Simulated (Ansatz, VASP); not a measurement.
**One calculation of ZnS, two programs**

```
Zn S
1.0
     3.84556    0.00000    0.00000
    -1.92278    3.33035    0.00000
     0.00000    0.00000    6.30372
Zn S
2 2
Direct
  0.31635 0.66667 0.00520
  0.68365 0.33333 0.50520
  0.34706 0.66667 0.37980
  0.65294 0.33333 0.87980
```

Change from the starting cell: mode 4 frozen in at -0.065 Å, equal normal strain along x and y +0.0000.

Alike in both runs: task single point; functional PBE; k mesh 9 × 9 × 4; occupations gaussian, width 0.05 eV; no spin polarisation.

|  | VASP | Ansatz |
| --- | --- | --- |
| version | VASP 6.6.1 | Ansatz 0.2.0 |
| potentials or method | VASP PAW PBE potentials, release 64 (Zn, S) | scalar-relativistic, plane waves, PAW |
| plane-wave cutoff (eV) | 520 | 520 |
| valence electrons in the cell | 36 | 36 |

VASP gave:

```
gap on the k mesh at the Fermi level (eV)       : 2.06
least direct gap on the mesh (eV)               : 2.06
pressure (GPa)                                  : 0.0
largest component of the traceless stress (GPa) : 0.12
rms of the force components (eV/Å)              : 0.034
```

Task: Which values does Ansatz return?

Result: gap on the k mesh at the Fermi level (eV): 2.05; least direct gap on the mesh (eV): 2.05; pressure (GPa): 0.0; largest component of the traceless stress (GPa): 0.12; rms of the force components (eV/Å): 0.035.

Atom by atom the forces differ by 0.001 eV/Å (rms over components). With one functional, cell and mesh, what is left measures potentials, basis and numerics.
